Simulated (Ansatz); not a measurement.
# Cu (I4/mmm) in Ansatz: notebook

One crystal, Cu, is run at these levels: r2SCAN+D4+U, LDA; tasks: ladder of functionals, elastic constants.

Everything below comes from runs of Ansatz 0.2.0. Logs are shortened: lines on timing, memory, paths and dates and some standing lists are left out, and cuts for length are marked.

## (1) The crystal as given

The structure is tetragonal, space group I4/mmm (No. 139). Conventional cell: a = 2.886 Å, b = 2.886 Å, c = 2.752 Å, α = 90.00°, β = 90.00°, γ = 90.00°. Cu (site symmetry 4/mmm) has 10 Cu at 2.46 to 2.75 Å as nearest neighbours.

This isn't the form of Cu at room conditions, which is fcc.

## (2) Ladder of functionals, r2SCAN+D4+U

run.py reads:

```python
import json

import ase.io
import numpy as np

import ansatz as az

atoms = ase.io.read("POSCAR", format="vasp")

calculation = (
    az.Crystal.from_ase(atoms)
    .calculation()
    .kpoints(13, 13, 13)
    .functional("r2scan", dispersion="d4")
    .pseudopotentials(kind="paw", source="jth")
    .hubbard(double_counting="fll")
    .hubbard("Cu", "d", u_eff=4.0)
    .occupations(method="gaussian", width=0.025)
    .xc_energy_on_converged_density(("lda", "pbe", "pbesol", "rpbe", "revpbe", "blyp"))
    .forces()
    .stress()
    .band_table(publish=True)
)
outcome = calculation.run(threads=2, events_out="events.jsonl")

report = outcome.report
for line in open("events.jsonl"):
    event = json.loads(line)
    if event["event"] == "scf_iter":
        d = event["data"]
        print(f"SCF {d['iter']:3d}  HF = {d['harris_foulkes_ev']:.6f} eV  dr2 = {d['dr2_ev']:.2e} eV")
    elif event["event"] in ("relax_step", "md_step"):
        d = event["data"]
        print(f"{event['event']} {d['step']:3d}  E = {d['lagrangian_ev']:.6f} eV")
np.set_printoptions(precision=5, suppress=True, linewidth=110)
print("converged:", report["converged"], "after", report["n_iterations"], "iterations")
print(f"free energy {report['free_energy_ev']:.6f} eV, Fermi level {report['fermi_energy_ev']:.4f} eV")
for key in ("band_edges_ev", "magnetization_mub", "site_moments_mub", "site_moments_nc_mub", "forces_ev_ang",
                "stress_gpa"):
    if report.get(key) is not None:
        print(key, np.array(report[key]), sep="\n")
```

POSCAR reads:

```
Cu
1.0
   -1.4427933200      1.4427933200      1.3760814500
    1.4427933200     -1.4427933200      1.3760814500
    1.4427933200      1.4427933200     -1.3760814500
Cu
1
Direct
    0.0000000000      0.0000000000      0.0000000000
```

Potentials or basis: JTH PAW.

Started as:

```
$ python run.py
```

The program printed:

```text
DeckWarning: basis.ecutwfc = 1350 eV, auto-derived from the records' recommended cutoffs: set by Cu (normal level)
DeckWarning: pseudopotentials/Cu.paw.azcp: the checks of this Cu dataset prove no rule for summing its radial tables, as where they were carried onto another mesh than they were made on, and Gregory's rule is taken, under which a leading mesh point left out moves its sums only by what lay on the interval it spanned. That does not make them correct, and they differ from Quantum ESPRESSO's on this file; a re-export a fr [...]
PlacementWarning: RAYON_NUM_THREADS=2 ignored (pool sized by the plan → 2); use plan(threads=…)
SCF   1  HF = -6630.605858 eV  dr2 = 9.40e-01 eV
SCF   2  HF = -6630.603603 eV  dr2 = 4.00e-01 eV
SCF   3  HF = -6630.363573 eV  dr2 = 1.32e-02 eV
SCF   4  HF = -6630.366288 eV  dr2 = 8.56e-04 eV
SCF   5  HF = -6630.366148 eV  dr2 = 1.72e-06 eV
SCF   6  HF = -6630.366150 eV  dr2 = 3.09e-08 eV
SCF   7  HF = -6630.366150 eV  dr2 = 5.69e-10 eV
converged: True after 7 iterations
free energy -6630.366150 eV, Fermi level 20.0874 eV
magnetization_mub
0.0
forces_ev_ang
[[ 0. -0.  0.]]
stress_gpa
[[0.86762 0.      0.     ]
 [0.      0.86762 0.     ]
 [0.      0.      0.2014 ]]
```

occupation_matrices:

```text
# The occupation matrices of the corrected shells as a run of Ansatz 0.0.0 ended. An entry of
# hamiltonian.hubbard.sites starts from them by `starting_ns: <path of this file>`, where that key's refused
# combinations let it.
# Free energy -6630.366150 eV.
# projection_atom_Cu: [Ne] 3s2 3p6 3d10 4s1
format: ansatz-occupation-matrices/1
state: converged
spin: unpolarized
projectors: all-electron-ortho-atomic
projection_frame: null
lattice: # Å
  - [-1.44279332, 1.44279332, 1.37608145]
  - [1.44279332, -1.44279332, 1.37608145]
  - [1.44279332, 1.44279332, -1.37608145]
atoms: # fractions of the lattice vectors
  - {symbol: Cu, position: [0.0, 0.0, 0.0]}
sites: # a site counts the atoms from 0
  - {site: 0, l: d, shell: 3, starting_ns: [{spin: up, occupation_matrix: site0_d}]} # 9.866 electrons, filled orbitals 5
occupation_matrices: # on the real harmonics m = 0, +1, -1, ... of the Cartesian axes; of spinors up first
  site0_d:
    matrix:
      - [0.9885042927250749, 0.0, 0.0, -3.903127820947816e-17, 0.0]
      - [0.0, 0.9850537563431723, -2.710505431213761e-20, 0.0, 0.0]
      - [0.0, -2.710505431213761e-20, 0.9850537563431724, 0.0, -1.0842021724855044e-19]
      - [-3.903127820947816e-17, 0.0, 0.0, 0.990667845432023, 0.0]
      - [0.0, 1.6263032587282567e-19, -1.0842021724855044e-19, 0.0, 0.983696808214308]
```

engine_input.yaml:

```text
crystal:
  lattice:
    - [-1.44279332, 1.44279332, 1.37608145]
    - [1.44279332, -1.44279332, 1.37608145]
    - [1.44279332, 1.44279332, -1.37608145]
  atoms:
    - { symbol: Cu, position: [0.0, 0.0, 0.0] }
kpoints:
  mp_grid:
    grid: [13, 13, 13]
hamiltonian:
  xc: r2scan
  dispersion: d4
  pseudopotentials:
    kind: paw
    source: jth
  hubbard:
    sites:
      - { species: Cu, l: d, u_eff: 4.0 }
    double_counting: fll
scf:
  occupations:
    method: gaussian
    width: 0.025
output:
  xc_energy_on_converged_density: [lda, pbe, pbesol, rpbe, revpbe, blyp]
  forces: true
  stress: true
  eigenvalues: true
```

Run time: 9.1 s. Hardware: 2 threads of Arm Neoverse V2, shared host; peak memory 0.68 GiB.

What came out:

```yaml
Free_energy: -6630.3662 eV
Pressure: 0.6 GPa
Band_gap_on_the_k_mesh: none (metal or under the smearing width)
```

Levels at points of the mesh, in eV from the Fermi level:
```
           k point  band 7  band 8  band 9  band 10  band 11  band 12  band 13  band 14
(0.00, 0.00, 0.00)   -4.47   -4.47   -3.59    -3.38    26.39    26.39    27.72    30.42
```

Eigenvalues of the final occupation matrices:
| site | spin | trace | eigenvalues |
| --- | --- | --- | --- |
| site 1 | 1 | 4.93 | 0.98 0.99 0.99 0.99 0.99 |

Caveat: U without spin polarisation on a metal has little footing; pairwise dispersion overbinds metals, which lowers pressure and volume; the U is typed as a test and isn't derived for this compound.

## (3) Ladder of functionals, r2SCAN+D4+U

input.yaml reads:

```yaml
crystal:
  lattice:
    - [-1.44279332, 1.44279332, 1.37608145]
    - [1.44279332, -1.44279332, 1.37608145]
    - [1.44279332, 1.44279332, -1.37608145]
  atoms:
    - { symbol: Cu, position: [0.0, 0.0, 0.0] }
hamiltonian:
  xc: r2scan
  pseudopotentials: { kind: paw, source: jth }
  dispersion: d4
  hubbard: { sites: [{ species: Cu, l: d, u_eff: 4.0 }], double_counting: fll }
kpoints:
  mp_grid: { grid: [13, 13, 13] }
scf:
  occupations: { method: gaussian, width: 0.025 }
output:
  forces: true
  stress: true
  eigenvalues: true
  xc_energy_on_converged_density: [lda, pbe, pbesol, rpbe, revpbe, blyp]
```

Potentials or basis: JTH PAW.

Started as:

```
$ ansatz run input.yaml --threads 2 --pin off --max-ram 5120MiB --backend cpu --events-out ev --progress --plain --runs-dir out
```

The program printed:

```text
Warning: the checks of this Cu dataset prove no rule for summing its radial tables, as where they were carried onto another mesh than they were made on, and Gregory's rule is taken, under which a leading mesh point left out moves its sums only by what lay on the interval it spanned. That does not make them correct, and they differ from Quantum ESPRESSO's on this file; a re-export a fraction of a mesh step off can move them. hamiltonian.pseudopotentials.radial_quadrature: simpson_from_first_knot sums it by `pw.x`'s rule; on a PAW file no value gives `pw.x`'s numbers. What more to know: hamiltonian.pseudopotentials.radial_quadrature, in the input reference
Warning: RAYON_NUM_THREADS=2 ignored (pool sized by the plan → 2); use --threads N
Cu: projections on atomic orbitals take those of the free atom [Ne] 3s2 3p6 3d10 4s1, of charge +0.00 (hamiltonian.pseudopotentials.projection_atoms); the dataset's partial waves leave at most 9.4e-8 of an orbital's norm unspanned inside its sphere
Engine: ansatz 0.2.0, aarch64-unknown-linux-gnu
Pseudopotentials: kind: paw
Pseudopotential: Cu, paw, valence charge 19, recommended cutoff 1350 eV (normal), Cu.paw.azcp
Functional definition: r2SCAN
  parameter k0 = 0.174
  parameter k1 = 0.065
  parameter a1 = 4.9479
  exchange = r2scan_x(k0 = k0, k1 = k1, a1 = a1)
  correlation = r2scan_c
Crystal: 1 atoms, lattice volume = 11.458 Å³
Basis set: ecut = 1350 eV, 1297 PW (Γ), exchange–correlation on 120×120×120 points (64 copies of the dense FFT grid, shifted against one another)
Bands: 14, of which v1, the nominal top of the filled ones, is band 10 counted from 1 (9 counted from 0)
Symmetry: 16 space group operations
Space group: I4/mmm (ITA 139), of the structure as read, at distance tolerance 2.3e-5 Å
k-points: 196 of 2197
Non-local potential: Cu, projectors of the file, l = 0: 2, l = 1: 2, l = 2: 2
[... 37 lines left out ...]
  E_hubbard    = 0.264367  (on-site DFT+U / exact-exchange correction)
  E_vhub       = -19.203149  (the Hubbard potential's part of the band-sum identity)
  E_paw        = -967.703937  (= ΣΔE_a)
  E_vpaw       = 936.440124  (= ΣTr[D̂ρ^β])
  E_aug_tail   = 0.000050  (compensation charges beyond the density's cutoff)
  E_vtau       = 7.392608  (kinetic-family band-sum trace: ∫τ·v_τ [+ j·A + Jᵃ·Aᵃ] dr)
  E_ewald      = -3329.934651
  E_disp       = -0.198483  (pairwise vdW)
  E_core_change = -0.299340  (= ΣΔE_core)
  E_smearing   = -0.000054  (= −TS)
  E_closure    = -0.000000  (closes the sum)
  Σ components = -6630.366150   (vs F -6630.366150, Δ=0.00e0)
--- Forces (eV/Å), atoms counted from 1 ---
  atom   1  Cu     0.00000000    -0.00000000     0.00000000
  max |Σ_I F_I| component: 9.86e-32 eV/Å
--- Stress (GPa, compression-positive) ---
        0.867624       0.000000       0.000000
        0.000000       0.867624       0.000000
        0.000000       0.000000       0.201403
  P = ⅓ Tr σ = 0.6456 GPa (6.456 kbar)
--- E_xc of listed functionals on the converged density (eV per cell; not total energies) ---
  on the closing iteration's output density plus the core of the run's pseudopotentials (for a meta-GGA, its output tau too, plus the cores' where a run under it adds that), as the run's own E_xc is; on PAW an entry holds the one-centre parts besides; self-consistent for r2scan alone
  E_xc = -1771.625487  lda
  E_xc = -1841.083731  pbe
  E_xc = -1804.698872  pbesol
  E_xc = -1846.284035  rpbe
  E_xc = -1844.791293  revpbe
  E_xc = -1850.001627  blyp
--- Band table (eV; the first three rows and the last of 196) ---
  k-point 0: bands = ["-95.6574", "-51.4352", "-51.4302", "-51.4302", "10.5221", "15.4181", "15.6142", "15.6142", "16.4975", "16.7026", "46.4745", "46.4745", "47.8058", "50.5032"]
  k-point 1: bands = ["-95.6564", "-51.4377", "-51.4377", "-51.4300", "10.7547", "15.4210", "15.5728", "15.7057", "16.4517", "16.6982", "43.7259", "46.2543", "47.2225", "48.9657"]
  k-point 2: bands = ["-95.6540", "-51.4586", "-51.4446", "-51.4294", "11.4225", "15.4241", "15.4590", "15.9658", "16.3602", "16.6878", "39.4698", "44.8592", "46.1845", "46.7189"]
  k-point 195: bands = ["-95.6256", "-51.5307", "-51.5298", "-51.5229", "13.7522", "13.8230", "17.1892", "17.2246", "17.2391", "27.6331", "28.8090", "30.7360", "34.6320", "35.6162"]
Occupation matrices written to <dir>
```

It took 8.5 s on 2 threads of Arm Neoverse V2, shared host; peak memory 0.56 GiB.

What came out:

* Free energy: -6630.3662 eV
* Pressure: 0.6 GPa
* Band gap on the k mesh: none (metal or under the smearing width)

Eigenvalues of the final occupation matrices:
| site | spin | trace | eigenvalues |
| --- | --- | --- | --- |
| site 1 | 1 | 4.93 | 0.98 0.99 0.99 0.99 0.99 |

Caveat: U without spin polarisation on a metal has little footing; pairwise dispersion overbinds metals, which lowers pressure and volume; the U is typed as a test and isn't derived for this compound.

## (4) Elastic constants, LDA, collinear spin, random start

run.py reads:

```python
import json

import ase.io
import numpy as np
from ase.calculators.calculator import CalculationFailed, Calculator
from ase.stress import full_3x3_to_voigt_6_stress
from ase.units import GPa

import ansatz as az

class AnsatzCalculator(Calculator):
    implemented_properties = ["energy", "free_energy", "forces", "stress", "magmom"]

    def calculate(self, atoms, properties, system_changes):
        super().calculate(atoms, properties, system_changes)
        structure = atoms.copy()
        structure.set_constraint()
        structure.set_momenta(None)
        structure.set_masses(None)
        outcome = (
            az.Crystal.from_ase(structure)
            .calculation()
            .basis(xc_grid=2)
            .kpoints(11, 11, 11)
            .functional("lda")
            .pseudopotentials(kind="paw")
            .spin("collinear")
            .scf(tolerance=2e-10)
            .occupations(method="fermi_dirac", width=0.025)
            .forces()
            .stress()
            .run(threads=2)
        )
        if not outcome.report["converged"]:
            raise CalculationFailed("SCF not converged")
        report = outcome.report
        self.results = {
            "free_energy": report["lagrangian_ev"],
            "energy": report["lagrangian_ev"],
            "forces": np.array(report["forces_ev_ang"]),
            "stress": -GPa * full_3x3_to_voigt_6_stress(report["stress_gpa"]),
            "magmom": report["magnetization_mub"],
        }

np.set_printoptions(precision=5, suppress=True, linewidth=110)
atoms = ase.io.read("Cu.cif")
atoms.info.pop("occupancy", None)
atoms.set_initial_magnetic_moments([0.05])
atoms.calc = AnsatzCalculator()
cell = atoms.cell[:].copy()
pairs = [(0, 0), (1, 1), (2, 2), (1, 2), (0, 2), (0, 1)]
C = np.zeros((6, 6))
for j, (a, b) in enumerate(pairs):
    stress = []
    for e in (0.01, -0.01):
        strain = np.eye(3)
        strain[a, b] += e if a == b else e / 2
        strain[b, a] = strain[a, b]
        atoms.set_cell(cell @ strain, scale_atoms=True)
        stress.append(atoms.get_stress())
    C[:, j] = (stress[0] - stress[1]) / (2 * 0.01) / GPa
print("clamped-ion stress-strain coefficients (GPa, Voigt)", C.round(1), sep="\n")
print(f"Voigt bulk modulus {(C[:3, :3].sum()) / 9:.1f} GPa")
json.dump({"C": C.tolist()}, open("results.json", "w"))
```

Cu.cif reads:

```cif
data_Cu
_cell_length_a 2.46107807
_cell_length_b 2.46107807
_cell_length_c 2.46107807
_cell_angle_alpha 108.21809554
_cell_angle_beta 108.21809554
_cell_angle_gamma 112.00763489
_space_group_name_H-M_alt 'P1'
_space_group_name_Hall 'P 1'
_space_group_IT_number 1
loop_
_space_group_symop_operation_xyz
'x,y,z'
loop_
_atom_site_label
_atom_site_type_symbol
_atom_site_symmetry_multiplicity
_atom_site_Wyckoff_symbol
_atom_site_fract_x
_atom_site_fract_y
_atom_site_fract_z
_atom_site_occupancy
Cu1 Cu 1 a 0.0000000000 0.0000000000 0.0000000000 1
```

Potentials or basis: Ansatz PAW.

Started as:

```
$ python run.py
```

The program printed:

```text
DeckWarning: basis.ecutwfc = 420 eV, auto-derived from the records' recommended cutoffs: set by Cu (normal level)
DeckWarning: output.stress: scf.convergence.dr2_threshold = 2e-10 eV is looser than the 1e-10 eV advised for a printed stress (1e-10 eV for each atom of the cell: 1). What an SCF threshold leaves in a stress goes as its square root, and in the free energy as the threshold itself, and one threshold admits the most on a small cell: of the crystals measured, under no hybrid functional and no lock of the moments, on runs that ended w [...]
PlacementWarning: RAYON_NUM_THREADS=2 ignored (pool sized by the plan → 2); use plan(threads=…)
RunWarning: the starting moments were not kept: the SCF closed with an absolute magnetisation of 6.1e-7 μB, where they sum to 0.05 μB in size (1 site). That is at most 0.1 of that sum. Measured as dr2_m measures the in/out step, that magnetisation stands 1.3e-13 eV from none, at or under the dr2_threshold of 2.0e-10 eV: it is no larger than a step whose dr2_m would equal this threshold. The system may hold no moment; this SCF sh [...]
RunWarning: the starting moments were not kept: the SCF closed with an absolute magnetisation of 4.2e-7 μB, where they sum to 0.05 μB in size (1 site). That is at most 0.1 of that sum. Measured as dr2_m measures the in/out step, that magnetisation stands 7.6e-14 eV from none, at or under the dr2_threshold of 2.0e-10 eV: it is no larger than a step whose dr2_m would equal this threshold. The system may hold no moment; this SCF sh [...]
RunWarning: the starting moments were not kept: the SCF closed with an absolute magnetisation of 6.5e-7 μB, where they sum to 0.05 μB in size (1 site). That is at most 0.1 of that sum. Measured as dr2_m measures the in/out step, that magnetisation stands 1.4e-13 eV from none, at or under the dr2_threshold of 2.0e-10 eV: it is no larger than a step whose dr2_m would equal this threshold. The system may hold no moment; this SCF sh [...]
[... 6 lines left out ...]
RunWarning: the starting moments were not kept: the SCF closed with an absolute magnetisation of 6.3e-7 μB, where they sum to 0.05 μB in size (1 site). That is at most 0.1 of that sum. Measured as dr2_m measures the in/out step, that magnetisation stands 1.2e-13 eV from none, at or under the dr2_threshold of 2.0e-10 eV: it is no larger than a step whose dr2_m would equal this threshold. The system may hold no moment; this SCF sh [...]
clamped-ion stress-strain coefficients (GPa, Voigt)
[[279.   92.6  69.2  -0.   -0.   -0.2]
 [ 90.9 249.7 103.4   0.    0.  -32.4]
 [ 68.4 104.2 258.9   0.    0.   42.7]
 [  0.    0.   -0.   48.2  67.2  -0. ]
 [  0.   -0.   -0.   67.3  -4.7   0. ]
 [ -0.7 -33.7  42.3   0.    0.   51.4]]
Voigt bulk modulus 146.3 GPa
```

Wall time 57 s (2 threads of Arm Neoverse V2, shared host); peak memory 0.5 GiB.

Results:

- Voigt bulk modulus: 146 GPa

Elastic tensor in Voigt notation (GPa, in the Cartesian axes of the cell as first typed):
```
279  93  69   0   0   0
 91 250 103   0   0 -32
 68 104 259   0   0  43
  0   0   0  48  67   0
  0   0   0  67  -5   0
 -1 -34  42   0   0  51
```

Caveat: the elastic tensor has a negative eigenvalue, so either the cell is unstable as it stands or the mesh is too thin; the starting moments weren't kept; the thresholds are loose for stress.

## (5) Overview

```csv
task,level,potentials or basis,spin,U,k mesh,cutoff (eV),smearing,driver,double counting,hubbard projectors,delta,atoms under strain,gap on the mesh (eV),pressure (GPa)
ladder of functionals,r2SCAN+D4+U,JTH PAW,off,Cu d U = 4 eV,13 × 13 × 13,1350,gaussian 0.025 eV,chain,fll,ortho-atomic (the default),-,-,none,0.6
ladder of functionals,r2SCAN+D4+U,JTH PAW,off,Cu d U = 4 eV,13 × 13 × 13,1350,gaussian 0.025 eV,-,fll,ortho-atomic (the default),-,-,none,0.6
elastic constants,LDA,Ansatz PAW,"collinear, random start",-,11 × 11 × 11,420,fermi-dirac 0.025 eV,calculator,-,-,0.01,clamped,-,-
```

Alike in all rows: cell as given.

Caveats: U without spin polarisation on a metal has little footing (some runs); pairwise dispersion overbinds metals, which lowers pressure and volume (some runs); the U is typed as a test and isn't derived for this compound (some runs); the elastic tensor has a negative eigenvalue, so either the cell is unstable as it stands or the mesh is too thin (some runs); the starting moments weren't kept (some runs); the thresholds are loose for stress (some runs).

Absolute energies hang on the potentials; compare differences alone.
